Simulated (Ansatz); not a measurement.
**What spin–orbit coupling does to the bands of Y**

```
Y
1.0
     0.00000    2.55199    2.55199
     2.55199    0.00000    2.55199
     2.55199    2.55199    0.00000
Y
1
Direct
  0.00000 0.00000 0.00000
```

The cell is the one relaxed in the Materials Project (mp-9), not relaxed further here; entries there can be hypothetical.

Spin polarisation is left out, and whether a magnetic state lies lower isn't shown here.

Methods: DFT, PBE, all-electron LAPW, scalar-relativistic (Ansatz 0.2.0); DFT, PBE, all-electron LAPW, Dirac equation with spin-orbit coupling (Ansatz 0.2.0).

Sampling and basis: a Γ-centred 12×12×12 k mesh, Fermi–Dirac smearing of 0.03 eV, basis error target 0.25 meV/atom, no spin polarisation.

Levels between -6 and 2 eV, each run counted from its own valence-band top where it has a gap, else its Fermi level. Scalar levels are listed once for both spins; with the coupling every spinor state is counted. Levels near the edges of the range can cross them.

(1) At Γ (0.000, 0.000, 0.000) the scalar-relativistic levels are -4.68, 1.77 (×3). What are they with spin–orbit coupling?

(2) At L (0.500, 0.500, 0.500) the scalar-relativistic levels are -1.93, 0.55, 1.61 (×2). What are they with spin–orbit coupling?

Answers

(1) -4.68 (×2), 1.75 (×4), 1.81 (×2).

(2) -1.93 (×2), 0.55 (×2), 1.58 (×2), 1.64 (×2).
